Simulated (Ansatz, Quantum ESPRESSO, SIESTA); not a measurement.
# Ge: 4 runs at one level of theory

```xyz
2
Lattice="1.4881 -2.5947 0.0000 1.4881 2.5947 0.0000 0.0000 0.0000 4.7276" Properties=species:S:1:pos:R:3 pbc="T T T"
Ge    1.4881    0.8643    1.1819
Ge    1.4881   -0.8643    3.5457
```

This isn't the form of Ge at room conditions, which is diamond.

Alike in all runs: task band structure; functional LDA; k mesh 10 × 10 × 6; occupations fermi-dirac, width 0.05 eV; no spin polarisation; no spin-orbit coupling. LDA stands for any of its common fits. Pressure is positive in compression and, in plane waves, holds the error of the finite cutoff, which Ansatz's Pulay term estimates and takes out.

```csv
program and potentials,plane-wave cutoff (eV),notes,pressure (GPa)
"Ansatz, Ansatz PAW",420,"potentials made for PBE, which Ansatz adapts in part; Pulay term of +0.04 GPa included",-1.22
"Ansatz, all-electron LAPW, scalar-relativistic",-,-,-1.18
"Quantum ESPRESSO, GBRV 1.5 LDA",612,-,-1.45
"SIESTA, files PseudoDojo sr-lda-0.4.1-standard, DZP (energy shift 0.003 Ry; two zetas on semicore shells)",-,atomic basis,0.06
```

The pressure spans -1.45 (Quantum ESPRESSO, GBRV 1.5 LDA) to 0.06 GPa (SIESTA, files PseudoDojo sr-lda-0.4.1-standard, DZP (energy shift 0.003 Ry; two zetas on semicore shells)), with all-electron results at -1.18. Rows in atomic bases carry the error of their basis and grid, which can be large.

The functional is the same throughout but for its coding, so the spread measures potentials, basis and numerics; runs on potential files found faulty are left out.
